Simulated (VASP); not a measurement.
## MgB: equation of state with PBE

The system is MgB.

```xyz
2
Lattice="2.8952 0.0000 0.0000 0.0000 2.8952 0.0000 0.0000 0.0000 2.8952" Properties=species:S:1:pos:R:3 pbc="T T T"
Mg    0.0000    0.0000    0.0000
B     1.4476    1.4476    1.4476
```

The cell was built by a generator and needn't be a form met in nature.

```json
{"Program": "VASP 6.6.1", "Task": "equation of state", "Functional": "PBE", "Potentials or basis": "VASP PAW PBE potentials, release 64 (Mg, B)", "Cutoff": "520 eV", "k mesh": "9 × 9 × 9", "Occupations": "fermi-dirac, width 0.05 eV", "Spin": "no spin polarisation"}
```

```yaml
Equilibrium_volume: 12.13 Å³/atom
Bulk_modulus: 84 GPa
Pressure_derivative_of_the_bulk_modulus: "3.7 (rough: it moves with the points fitted)"
```

Energy against volume, from the lowest point:
```
volume (Å³/atom)  energy (meV/atom)
          11.405              12.32
          11.648               5.22
          11.891               1.22
          12.133               0.00
          12.376               1.29
          12.619               4.89
          12.861              10.63
```

It used 24 s of CPU time on 1 thread of Intel(R) Xeon(R) Platinum 8559C (Emerald Rapids), on a shared host, which was overloaded at the time.
